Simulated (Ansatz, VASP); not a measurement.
# AlN: VASP beside Ansatz, part 2 of 2

Aim: how closely do two programs agree when they are given the same cell, functional and k mesh?  Other levels of theory on this material are compared in a session of their own.

VASP 6.6.1 and Ansatz 0.2.0.

So far. Step 2 (VASP: band structure, LDA): The run ends at a pressure of -3.63 GPa.

### 5. VASP: band structure, PBE

Level of this step: PBE; plane waves and PAW (Al, N) (VASP).

Levels along a path test the potential and the projectors away from the mesh points.

The input, INCAR:

```
SYSTEM = AlN
PREC = Accurate
ENCUT = 460
EDIFF = 1E-06
NELM = 100
ISMEAR = 0
SIGMA = 0.03
LREAL = .FALSE.
ALGO = Normal
GGA = PE
NBANDS = 16
LORBIT = 11
LWAVE = .FALSE.
LCHARG = .FALSE.
KPAR = 4
```

The input, POSCAR:

```
AlN
1.0
    0.0000000000      2.1839935596      2.1839935596
    2.1839935596      0.0000000000      2.1839935596
    2.1839935596      2.1839935596      0.0000000000
Al N
1 1
Direct
    0.0000000000      0.0000000000      0.0000000000
    0.2500000000      0.2500000000      0.2500000000
```

The input, KPOINTS:

```
Automatic mesh
0
Gamma
8 8 8
0 0 0
```

The input, KPOINTS_OPT:

```
Line mode
10
Line-mode
Reciprocal
  0.00000000   0.00000000   0.00000000 GAMMA
  0.50000000   0.00000000   0.50000000 X

  0.50000000   0.00000000   0.50000000 X
  0.50000000   0.25000000   0.75000000 W

  0.50000000   0.25000000   0.75000000 W
  0.37500000   0.37500000   0.75000000 K

  0.37500000   0.37500000   0.75000000 K
  0.00000000   0.00000000   0.00000000 GAMMA

  0.00000000   0.00000000   0.00000000 GAMMA
  0.50000000   0.50000000   0.50000000 L

  0.50000000   0.50000000   0.50000000 L
  0.62500000   0.25000000   0.62500000 U

  0.62500000   0.25000000   0.62500000 U
  0.50000000   0.25000000   0.75000000 W

  0.50000000   0.25000000   0.75000000 W
  0.50000000   0.50000000   0.50000000 L

  0.50000000   0.50000000   0.50000000 L
  0.37500000   0.37500000   0.75000000 K

  0.62500000   0.25000000   0.62500000 U
  0.50000000   0.00000000   0.50000000 X
```

Potentials, in the order of the species: Al and N (PBE family, release 64).

Run with:

```sh
$ mpirun -np 4 vasp_std
```

Numbers of over 12 decimals in the logs are rounded to 6 here.

What it wrote:

```text
[banner, memory and clock lines left out]
running    4 mpi-ranks, on    1 nodes
[...]
LDA part: xc-table for (Slater+PW92), standard interpolation
 POSCAR, INCAR and KPOINTS ok, starting setup
[...]
entering main loop
       N       E                     dE             d eps       ncg     rms          rms(c)
DAV:   1     0.923696278950E+01    0.92370E+01   -0.33321E+03   936   0.370E+02
DAV:   2    -0.165398095084E+02   -0.25777E+02   -0.24872E+02  1248   0.105E+02
DAV:   3    -0.172180067025E+02   -0.67820E+00   -0.67768E+00  1128   0.146E+01
DAV:   4    -0.172214828484E+02   -0.34761E-02   -0.34761E-02  1272   0.118E+00
[...]
DAV:  10    -0.148433382139E+02    0.10369E-04   -0.53338E-04  1176   0.129E-01    0.723E-02
DAV:  11    -0.148433551212E+02   -0.16907E-04   -0.41704E-05  1144   0.316E-02    0.246E-02
DAV:  12    -0.148433546816E+02    0.43956E-06   -0.11629E-06  1104   0.731E-03
   1 F= -.14843355E+02 E0= -.14843355E+02  d E =-.115677E-22
 Start KPOINTS_OPT (optional k-point list driver)
k-point batch [1-29\100]
       N       E                     dE             ncg
DAV:   1     0.885861916481E+03   -0.80136E+04      928
DAV:   2     0.213709006667E+03   -0.67215E+03     1312
DAV:   3     0.196068300890E+03   -0.17641E+02     1136
DAV:   4     0.195953969932E+03   -0.11433E+00     1256
DAV:   5     0.195952516800E+03   -0.14531E-02     1184
DAV:   6     0.195952494829E+03   -0.21971E-04     1200
DAV:   7     0.195952494524E+03   -0.30503E-06     1016
[...]
k-point batch [88-100\100]
       N       E                     dE             ncg
DAV:   1     0.589318051277E+04   -0.43930E+04      416
DAV:   2     0.559726541386E+04   -0.29592E+03      584
DAV:   3     0.559019577923E+04   -0.70696E+01      528
DAV:   4     0.559014940276E+04   -0.46376E-01      552
DAV:   5     0.559014881517E+04   -0.58759E-03      520
DAV:   6     0.559014880679E+04   -0.83770E-05      536
DAV:   7     0.559014880667E+04   -0.11825E-06      480
```

Parts of OUTCAR (step 5):

```text
  Total        0.5261517      0.5261517      0.5261517      0.0000000      0.0000000     -0.0000000
  in kB       40.4610851     40.4610851     40.4610851      0.0000000      0.0000000     -0.0000000
  external PRESSURE =      40.4610851 kB  Pullay stress =       0.0000000 kB

 POSITION                                       TOTAL-FORCE (eV/Angst)
 -----------------------------------------------------------------------------------
      0.00000      0.00000      0.00000         0.000000      0.000000      0.000000
      1.09200      1.09200      1.09200        -0.000000     -0.000000     -0.000000
 -----------------------------------------------------------------------------------
    total drift:                                0.000000      0.000000      0.000000

  FREE ENERGIE OF THE ION-ELECTRON SYSTEM (eV)
  ---------------------------------------------------
  free  energy   TOTEN  =       -14.8433546816 eV

  energy  without entropy=      -14.8433546816  energy(sigma->0) =      -14.84335468

[... 2 parts as in an earlier step ...]

[... 1 further part left out ...]
[key lines of the parts left out:]
E-fermi :   6.1700
```

The run ends at a pressure of 4.05 GPa.

### 6. Ansatz: band structure, PBE

The same cell, functional, mesh and smearing now go to Ansatz, which takes its cutoff from its data sets.

The cell is taken from a series of VASP runs on this material, whose earlier steps may have relaxed, scaled or displaced it; both programs get it as it stands.

The input, input.yaml:

```yaml
crystal:
  lattice:
    - [0.0, 2.1839935596, 2.1839935596]
    - [2.1839935596, 0.0, 2.1839935596]
    - [2.1839935596, 2.1839935596, 0.0]
  atoms:
    - { symbol: Al, position: [0.0, 0.0, 0.0] }
    - { symbol: "N", position: [0.25, 0.25, 0.25] }
hamiltonian:
  xc: pbe
  pseudopotentials: { kind: paw }
kpoints:
  mp_grid: { grid: [8, 8, 8] }
  band_path:
    path:
      - [0.0, 0.0, 0.0]
      - [0.16667, 0.0, 0.16667]
      - [0.33333, 0.0, 0.33333]
      - [0.5, 0.0, 0.5]
      - [0.5, 0.08333, 0.58333]
      - [0.5, 0.19444, 0.69444]
      - [0.5, 0.25, 0.75]
      - [0.45833, 0.29167, 0.75]
      - [0.40278, 0.34722, 0.75]
      - [0.375, 0.375, 0.75]
      - [0.20833, 0.20833, 0.41667]
      - [0.08333, 0.08333, 0.16667]
      - [0.0, 0.0, 0.0]
      - [0.22222, 0.22222, 0.22222]
      - [0.38889, 0.38889, 0.38889]
      - [0.51389, 0.47222, 0.51389]
      - [0.55556, 0.38889, 0.55556]
      - [0.61111, 0.27778, 0.61111]
      - [0.61111, 0.25, 0.63889]
      - [0.56944, 0.25, 0.68056]
      - [0.51389, 0.25, 0.73611]
      - [0.5, 0.27778, 0.72222]
      - [0.5, 0.38889, 0.61111]
      - [0.5, 0.47222, 0.52778]
      - [0.48611, 0.48611, 0.52778]
      - [0.43056, 0.43056, 0.63889]
      - [0.38889, 0.38889, 0.72222]
      - [0.59722, 0.19444, 0.59722]
      - [0.55556, 0.11111, 0.55556]
      - [0.5, 0.0, 0.5]
    npoints: 1
scf:
  occupations: { method: gaussian, width: 0.03 }
  n_extra_bands: 7
output:
  forces: true
  stress: true
  eigenvalues: true
```

Run with:

```sh
$ ansatz run input.yaml --threads 2 --pin off --max-ram 4608MiB --backend cpu --events-out ev --progress --plain --runs-dir out
```

What it wrote:

```text
[...]
Crystal: 2 atoms, lattice volume = 20.835 Å³
Basis set: ecut = 420 eV, 411 PW (Γ), exchange–correlation on 48×48×48 points (8 copies of the dense FFT grid, shifted against one another)
Bands: 11, of which v1, the nominal top of the filled ones, is band 4 counted from 1 (3 counted from 0)
Symmetry: 24 space group operations
[...]
k-points: 29 of 512 (time reversal used)
[...]
--- Band table (eV; the first three rows and the last of 29) ---
  k-point 0: bands = [-7.9969, 6.9708, 6.9708, 6.9708, 11.1570, 19.5523, 19.5523, 19.5523, ... 3 higher]
  k-point 1: bands = [-7.7700, 5.7925, 6.8930, 6.8930, 12.1013, 18.9771, 19.7220, 19.7220, ... 3 higher]
  k-point 2: bands = [-7.1479, 3.7158, 6.7170, 6.7170, 13.4241, 17.9532, 19.3028, 19.3028, ... 3 higher]
  k-point 28: bands = [-5.2636, 3.1992, 3.5420, 4.2864, 13.0148, 18.3866, 18.9508, 19.1487, ... 3 higher]
[key lines of the parts left out:]
SCF converged after 6 iterations
Free energy (F): -924.203290 eV
Fermi energy:    8.633701 eV
P = ⅓ Tr σ = 4.8548 GPa (48.548 kbar)
```

Run time: 0.64 s. Hardware: 2 threads of Arm Neoverse V2, shared host; peak memory 0.25 GiB.

### 7. Differences

What differs besides the data sets and the points named for the pairs above, as far as they apply: VASP leaves aspherical gradient terms in its spheres out (LASPH is not set), Ansatz keeps them. Total energies have different zeros and are not compared.

Compared:

```tsv
quantity	Ansatz	VASP	difference
pressure (GPa)	4.85	4.05	+0.81
pressure without Ansatz's Pulay correction (GPa)	4.35	4.05	+0.31
gap over the path points (eV)	3.326	3.317	+0.009
```

Levels at points of the path, from each program's valence-band top (eV; 3 filled, then empty):

```tsv
k (reciprocal lattice)	Ansatz	VASP
0.000 0.000 0.000	0.00 0.00 0.00 4.19 12.58	0.00 0.00 0.00 4.20 12.56
0.167 0.000 0.167	-1.73 -0.52 -0.52 5.89 11.18	-1.73 -0.52 -0.52 5.89 11.16
0.333 0.000 0.333	-3.89 -1.39 -1.39 4.82 9.39	-3.89 -1.40 -1.40 4.81 9.38
0.500 0.000 0.500	-4.89 -1.77 -1.77 3.33 8.62	-4.90 -1.78 -1.78 3.32 8.61
0.500 0.083 0.583	-4.74 -2.07 -2.04 3.94 9.11	-4.75 -2.07 -2.05 3.93 9.11
0.500 0.194 0.694	-4.11 -3.04 -2.60 5.65 10.77	-4.12 -3.04 -2.61 5.65 10.77
0.500 0.250 0.750	-3.77 -3.43 -2.68 6.04 11.42	-3.78 -3.44 -2.70 6.05 11.43
0.458 0.292 0.750	-3.98 -3.44 -2.31 5.85 10.82	-3.99 -3.45 -2.31 5.85 10.82
0.403 0.347 0.750	-4.22 -3.60 -1.50 5.28 10.18	-4.23 -3.61 -1.51 5.28 10.18
0.375 0.375 0.750	-4.25 -3.62 -1.36 5.17 10.11	-4.26 -3.63 -1.37 5.16 10.11
```

Among the levels compared at these points, filled levels agree within 12 meV and empty ones within 22 meV. Ansatz's pressure holds a Pulay correction of 0.50 GPa; VASP's holds none.

### 8. Summary of results

| Property | Result |
| --- | --- |
| difference in gap over the path points (band structure, LDA) | 0.022 eV |
| difference in gap over the path points (band structure, PBE) | 0.0093 eV |
| difference in pressure (band structure, PBE) | 0.81 GPa |

**Reading.** The difference in pressure is 0.81 GPa (band structure, PBE), within the 1 GPa picked in this series as the mark of a large difference. 9 further runs of this series are not shown here. How closely two codes agree says nothing of how well the functional describes the real material.

[Lines on the potential files, build, host, timing and source positions are cut from VASP's logs without a mark.]

[Logs are printed without paths, hosts, clocks, repeated set-up lines and the standing remarks that a program may print on its own settings, such as how far it seeks lower states.]

[Hosts, paths, dates, database ids (printed as entryN), source tags and the programs' standing remarks are cut or masked in the printed files.]
